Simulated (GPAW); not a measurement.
# SnO2 (Fm-3m) in GPAW: equation of state

Aim: energy against volume of SnO2 in PBE, for its equilibrium volume and stiffness.

All numbers are computed with GPAW 26.7.0; they aren't measurements. Logs are shortened: lines on timing, memory, paths and dates and some standing lists are left out, and cuts for length are marked. The log counts tension as positive stress, the text compression.

## Step 1: The structure

Symmetry: Fm-3m, No. 225, cubic system. The conventional cell has a = 5.148 Å, b = 5.148 Å, c = 5.148 Å, α = 90.00°, β = 90.00°, γ = 90.00°. Sn (site symmetry m-3m) has 8 O at 2.23 Å as nearest neighbours. Around O (site symmetry -43m) lie 4 Sn at 2.23 Å.

Measurements of this composition are mostly on another form, of space group No. 136.

## Step 2: Equation of state, PBE

The input, run.py:

```python
from ase import Atoms
from ase.eos import EquationOfState
from ase.io import Trajectory
from ase.units import GPa
from gpaw import GPAW, PW

atoms = Atoms(['Sn', 'O', 'O'],
              cell=[[0.0, 2.57415, 2.57415],
                    [2.57415, 0.0, 2.57415],
                    [2.57415, 2.57415, 0.0]],
              scaled_positions=[[0.0, 0.0, 0.0],
                                [0.75, 0.75, 0.75],
                                [0.25, 0.25, 0.25]],
              pbc=True)

traj = Trajectory('eos.traj', 'w')
volumes, energies = [], []
for x in [0.94, 0.96, 0.98, 1.0, 1.02, 1.04, 1.06]:
    a = atoms.copy()
    a.set_cell(atoms.cell * x**(1 / 3), scale_atoms=True)
    calc = GPAW(mode=PW(800),
                xc='PBE',
                kpts={'size': (9, 9, 9), 'gamma': True},
                occupations={'name': 'fermi-dirac', 'width': 0.05},
                nbands=24,
                convergence={'density': 1e-05, 'energy': 1e-05},
                maxiter=150,
                txt=f'eos-{x:.2f}.txt')
    a.calc = calc
    energies.append(a.get_potential_energy(force_consistent=True))
    volumes.append(a.get_volume())
    p = -a.get_stress()[:3].mean() / GPa
    calc.write(f'eos-{x:.2f}.gpw')
    traj.write(a)
    print(f'{x:.2f} {volumes[-1]:10.4f} A^3 {energies[-1]:14.6f} eV {p:9.3f} GPa', flush=True)

v0, e0, B = EquationOfState(volumes, energies, eos='birchmurnaghan').fit()
print(f'V0 = {v0:.4f} A^3, E0 = {e0:.6f} eV, B0 = {B / GPa:.2f} GPa')
```

Potentials or basis: GPAW PAW data sets (gpaw-data 1.2.1), pw.

Command:

```bash
> OMP_NUM_THREADS=1 python run.py
```

Output:

```text
__  _  _
 | _ |_)|_||  |
 |__||  | ||/\| - 26.7.0

Input parameters:
  mode=PW(ecut=800.0),
  convergence={'density': 1e-05, 'energy': 1e-05},
  kpts=MonkhorstPack(size=(9, 9, 9), gamma=True),
  maxiter=150,
  nbands=24,
  occupations=Occupations(name='fermi-dirac', width=0.05),
  xc=XC(name='PBE')

Diagonalizing LCAO Hamiltonian
Converting LCAO to pw mode

                   O

           O

       Sn

Atoms  # Å, Bohr magnetons
|   | symbol |        x |        y |        z |    initial magnetic moments |
|---|--------|----------|----------|----------|-----------------------------|
| 0 |     Sn | 0.000000 | 0.000000 | 0.000000 | ( 0.0000,  0.0000,  0.0000) |
| 1 |      O | 3.782402 | 3.782402 | 3.782402 | ( 0.0000,  0.0000,  0.0000) |
| 2 |      O | 1.260801 | 1.260801 | 1.260801 | ( 0.0000,  0.0000,  0.0000) |

Unit cell  # Å
| periodic |        x |        y |        z |  lengths |    angles |
|----------|----------|----------|----------|----------|-----------|
|      yes | 0.000000 | 2.521602 | 2.521602 | 3.566083 | 60.000000 |
|      yes | 2.521602 | 0.000000 | 2.521602 | 3.566083 | 60.000000 |
|      yes | 2.521602 | 2.521602 | 0.000000 | 3.566083 | 60.000000 |

Number of symmetries: 48
Symmetry operations  # r_c * U_cc + t_c -> r_c
|    | kind |            matrix            |
|----|------|------------------------------|
|  0 |  σ   |  1, 0, 0,  1, 0,-1,  1,-1, 0 |
|  1 |  C2  |  1, 0, 0,  1,-1, 0,  1, 0,-1 |
|  2 |  E   |  1, 0, 0,  0, 1, 0,  0, 0, 1 |
|  3 |  σ   |  1, 0, 0,  0, 0, 1,  0, 1, 0 |
|  4 |  C4  |  1, 0,-1,  1, 0, 0,  1,-1, 0 |
|  5 |  S6  |  1, 0,-1,  1,-1, 0,  1, 0, 0 |
|  6 |  σ   |  1, 0,-1,  0, 1,-1,  0, 0,-1 |
|  7 |  C3  |  1, 0,-1,  0, 0,-1,  0, 1,-1 |
|  8 |  S6  |  1,-1, 0,  1, 0, 0,  1, 0,-1 |
|  9 |  C4  |  1,-1, 0,  1, 0,-1,  1, 0, 0 |
| 10 |  C3  |  1,-1, 0,  0,-1, 1,  0,-1, 0 |
| 11 |  σ   |  1,-1, 0,  0,-1, 0,  0,-1, 1 |
| 12 |  σ   |  0, 1, 0,  1, 0, 0,  0, 0, 1 |
| 13 |  C4  |  0, 1, 0,  0, 1,-1, -1, 1, 0 |
| 14 |  C3  |  0, 1, 0,  0, 0, 1,  1, 0, 0 |
| 15 |  S6  |  0, 1, 0, -1, 1, 0,  0, 1,-1 |
| 16 |  C2  |  0, 1,-1,  1, 0,-1,  0, 0,-1 |
| 17 |  σ   |  0, 1,-1,  0, 1, 0, -1, 1, 0 |
| 18 |  S4  |  0, 1,-1,  0, 0,-1,  1, 0,-1 |
| 19 |  C4  |  0, 1,-1, -1, 1, 0,  0, 1, 0 |
| 20 |  C3  |  0, 0, 1,  1, 0, 0,  0, 1, 0 |
| 21 |  σ   |  0, 0, 1,  0, 1, 0,  1, 0, 0 |
| 22 |  S6  |  0, 0, 1,  0,-1, 1, -1, 0, 1 |
| 23 |  C4  |  0, 0, 1, -1, 0, 1,  0,-1, 1 |
| 24 |  S4  |  0, 0,-1,  1, 0,-1,  0, 1,-1 |
| 25 |  C3  |  0, 0,-1,  0, 1,-1,  1, 0,-1 |
| 26 |  C2  |  0, 0,-1,  0,-1, 0, -1, 0, 0 |
| 27 |  S6  |  0, 0,-1, -1, 0, 0,  0,-1, 0 |
| 28 |  S4  |  0,-1, 1,  1,-1, 0,  0,-1, 0 |
| 29 |  C4  |  0,-1, 1,  0, 0, 1, -1, 0, 1 |
| 30 |  C2  |  0,-1, 1,  0,-1, 0,  1,-1, 0 |
| 31 |  σ   |  0,-1, 1, -1, 0, 1,  0, 0, 1 |
| 32 |  C3  |  0,-1, 0,  1,-1, 0,  0,-1, 1 |
| 33 |  S6  |  0,-1, 0,  0, 0,-1, -1, 0, 0 |
| 34 |  S4  |  0,-1, 0,  0,-1, 1,  1,-1, 0 |
| 35 |  C2  |  0,-1, 0, -1, 0, 0,  0, 0,-1 |
| 36 |  C2  | -1, 1, 0,  0, 1, 0,  0, 1,-1 |
| 37 |  S6  | -1, 1, 0,  0, 1,-1,  0, 1, 0 |
| 38 |  S4  | -1, 1, 0, -1, 0, 1, -1, 0, 0 |
| 39 |  C3  | -1, 1, 0, -1, 0, 0, -1, 0, 1 |
| 40 |  S6  | -1, 0, 1,  0, 0, 1,  0,-1, 1 |
| 41 |  C2  | -1, 0, 1,  0,-1, 1,  0, 0, 1 |
| 42 |  C3  | -1, 0, 1, -1, 1, 0, -1, 0, 0 |
| 43 |  S4  | -1, 0, 1, -1, 0, 0, -1, 1, 0 |
| 44 |  C2  | -1, 0, 0,  0, 0,-1,  0,-1, 0 |
| 45 |  i   | -1, 0, 0,  0,-1, 0,  0, 0,-1 |
| 46 |  σ   | -1, 0, 0, -1, 1, 0, -1, 0, 1 |
| 47 |  C2  | -1, 0, 0, -1, 0, 1, -1, 1, 0 |

BZ-sampling:
  Number of BZ points: 729
  Number of IBZ points: 35

  Monkhorst-Pack size: [9, 9, 9]
  Monkhorst-Pack shift: [0, 0, 0]

K-points  # in reciprocal-cell coordinates
|     |                                coordinates |     weight |
|-----|--------------------------------------------|------------|
|   0 | (  0.00000000,   0.00000000,   0.00000000) | 0.00137174 |
|   1 | (  0.11111111,   0.11111111,   0.00000000) | 0.00823045 |
|   2 | (  0.11111111,   0.11111111,   0.11111111) | 0.01097394 |
|   3 | (  0.22222222,   0.11111111,   0.11111111) | 0.01646091 |
|   4 | (  0.22222222,   0.22222222,   0.00000000) | 0.00823045 |
|   5 | (  0.22222222,   0.22222222,   0.11111111) | 0.03292181 |
|   6 | (  0.22222222,   0.22222222,   0.22222222) | 0.01097394 |
|   7 | (  0.33333333,   0.22222222,   0.11111111) | 0.03292181 |
|   8 | (  0.33333333,   0.22222222,   0.22222222) | 0.03292181 |
|   9 | (  0.33333333,   0.33333333,  -0.33333333) | 0.01646091 |
| ... |                                            |            |
|  34 | (  0.44444444,   0.44444444,   0.44444444) | 0.01097394 |

Plane wave coefficients: 1673
Cutoff: 800.0 eV

Spin-components: 1 (collinear spins)
Bands:           24
Projectors:      16
Spin-degeneracy: 2
Datatype:        complex128

Parallelization:
  kpt:    1
  domain: 1
  band:   1

Density:
  Valence electrons: 26.0
  Components: 1
  Grid points: [24 24 24]
  Charge: 0.0  # |e|

Potential:
  Grid points: [24 24 24]

species:
  Sn:
    name:    Tin
    Z:       50.0
    valence: 14
    core:    36
    charge:  0.0  # [|e|]
    compensation charges:
      type: gauss
      rc: 0.38  # [Å]
      lmax: 2
    cutoffs:
      filter: 2.23  # [Å]
      core: 2.35  # [Å]
    projectors
    | kind |    occ | energy [eV] | rcut [Å] |
    |------|--------|-------------|----------|
    |   5s |  2.000 |     -10.538 |    1.201 |
    |   5p |  2.000 |      -3.696 |    1.270 |
    |   4d | 10.000 |     -25.845 |    1.185 |
    |    s |        |      16.674 |    1.201 |
    |    p |        |      23.515 |    1.270 |
    |    d |        |       1.367 |    1.185 |

    Using partial waves for Sn as LCAO basis

  O:
    name:    Oxygen
    Z:       8.0
    valence: 6
    core:    2
    charge:  0.0  # [|e|]
    compensation charges:
      type: gauss
      rc: 0.21  # [Å]
      lmax: 2
    cutoffs:
      filter: 1.17  # [Å]
      core: 0.83  # [Å]
    projectors
    | kind |    occ | energy [eV] | rcut [Å] |
    |------|--------|-------------|----------|
    |   2s |  2.000 |     -23.961 |    0.688 |
    |   2p |  4.000 |      -9.029 |    0.598 |
    |    s |        |       3.251 |    0.688 |
    |    p |        |      18.182 |    0.598 |
    |    d |        |       0.000 |    0.619 |

    Using partial waves for O as LCAO basis

Reference energy: -172092.397909  # eV

eigensolver:
  PPCG
  Converge bands: occupied
  niter=2

density mixing:
  MSR1-Mixer
  Pratt-step length: 0.05
  Maximum mixing coefficient: 0.75
  Old densities: 10
  SVD Regularization: 0.005
  Good broyden scale: 1.0
  Trust region scale: 1.0
  Backstep threshold: 4.0
  History deletion threshold: 6.0
  Fourier metric: weight=20.0, sigma=0.015

occupation numbers:
  Fermi-Dirac:
    width: 0.0500  # eV

poisson solver:
  ecut: 6400.0  # eV

xc functional:
  name: PBE with 2 nearest neighbor stencil

convergence criteria:
- Maximum integral of absolute [dens]ity change: 1e-05 electrons / valence electron
- Maximum [total energy] change in last 3 cyles: 1e-05 eV / valence electron
- Maximum integral of absolute [eigenst]ate change: 4e-08 eV^2 / valence electron
maximum number of iterations: 150

SCF iterations
|iter     | |      energy | eigst |  dens |
|---------|-|-------------|-------|-------|
|iter:   1| |  -21.662693 | +0.12 |       |
|iter:   2| |  -20.851356 | -1.92 | -0.88 |
|iter:   3| |  -18.602620 | -0.94 | -0.93 |
|iter:   4| |  -18.601910 | -3.29 | -1.54 |
|iter:   5| |  -18.605815 | -3.43 | -1.83 |
|iter:   6| |  -18.605956 | -5.09 | -3.01 |
|iter:   7| |  -18.605989c| -5.80 | -3.42 |
|iter:   8| |  -18.605990c| -7.64c| -4.44 |
|iter:   9| |  -18.605990c| -7.70c| -5.03c|

Converged in 9 steps
Energy contributions relative to reference atoms: (reference = -172092.397909)

Energy contributions:
  Kinetic:          36.230390
  Coulomb:         -30.832261
  Zero:              0.162129
  External:          0.000000
  Xc:              -24.166219
  Entropy:          -0.000055
  Spinorbit:         0.000000
  ----------------------------
  Free energy:     -18.606017
  Extrapolated:    -18.605990

dipole moment: (-16.478956, -16.478956, -16.478956)  # |e|*Ang

Fermi level: 8.478
Eigenvalues  # (at kpt = [0.000, 0.000, 0.000])
| band index |      eig [eV] | occ [0-2] |
|------------|---------------|-----------|
|          0 |       -12.393 |     2.000 |
|        ... |               |           |
|          5 |       -11.648 |     2.000 |
|          6 |        -7.596 |     2.000 |
|          7 |         5.216 |     2.000 |
|          8 |         5.216 |     2.000 |
|          9 |         5.216 |     2.000 |
|         10 |         6.755 |     2.000 |
[... 8 lines left out ...]
|         19 |        23.551 |     0.000 |
|         20 |        30.904 |     0.000 |
|        ... |               |           |
|         23 |        32.341 |     0.000 |

Gap: 0.556 eV
Transition (v -> c):
  (s=0, k=16, n=12, [0.44, 0.22, -0.22]) -> (s=0, k=0, n=13, [0.00, 0.00, 0.00])
Direct/indirect transitions are different
Direct gap: 1.897 eV
Transition at: (s=0, k=0, n=12, [0.00, 0.00, 0.00])

Stress tensor  # eV/Ang^3
|         x |         y |         z |
|-----------|-----------|-----------|
| -0.067747 | -0.000000 | -0.000000 |
| -0.000000 | -0.067747 | -0.000000 |
| -0.000000 | -0.000000 | -0.067747 |

# Writing to eos-0.94.gpw (mode='')
```

It took 2.2 min on 1 thread of Intel Xeon Platinum 8488C (Sapphire Rapids), shared host; peak memory 0.2 GiB.

Results:

```yaml
Equilibrium_volume: 11.25 Å³/atom
Bulk_modulus: 189 GPa
Pressure_derivative_of_the_bulk_modulus: 4.7
```

Energy against volume, from the lowest point:
```tsv
volume (Å³/atom)	energy (meV/atom)
10.689	17.79
10.916	5.66
11.144	0.00
11.371	0.02
11.599	5.16
11.826	14.88
12.054	28.65
```
